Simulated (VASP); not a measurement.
ZnSe, 2 atoms in the cell. Symmetry: F-43m, No. 216, cubic system. The conventional cell has a = 5.665 Å, b = 5.665 Å, c = 5.665 Å, α = 90.00°, β = 90.00°, γ = 90.00°. Zn (site symmetry -43m) is surrounded by 4 Se at 2.45 Å. Se (site symmetry -43m) is surrounded by 4 Zn at 2.45 Å. The cell is a database's computed one.

| Property | Result |
| --- | --- |
| Program | VASP 6.6.1 |
| Task | single point |
| Functional | PBEsol |
| Potentials or basis | VASP PAW PBE potentials, release 64 (Zn, Se) |
| Cutoff | 520 eV |
| k mesh | 8 × 8 × 8 |
| Occupations | gaussian, width 0.02 eV |
| Spin | no spin polarisation |
| Further INCAR settings | ALGO = Normal; EDIFF = 1e-06; NBANDS = 16 |

Potentials or basis: VASP PAW PBE potentials, release 64 (Zn, Se).

Command:

```sh
$ cat potpaw_PBE.64/Zn/POTCAR potpaw_PBE.64/Se/POTCAR > POTCAR
$ mpirun -np 1 vasp_std > vasp.out
```

Hardware: 1 thread of Intel(R) Xeon(R) Platinum 8488C (Sapphire Rapids) (shared host).

Task: How long does it take, and how much memory?

Result: It took 21 s on 1 thread of Intel(R) Xeon(R) Platinum 8488C (Sapphire Rapids), with other jobs on the host, peak memory 0.18 GiB. Counts: scf iterations 12, k points 29.
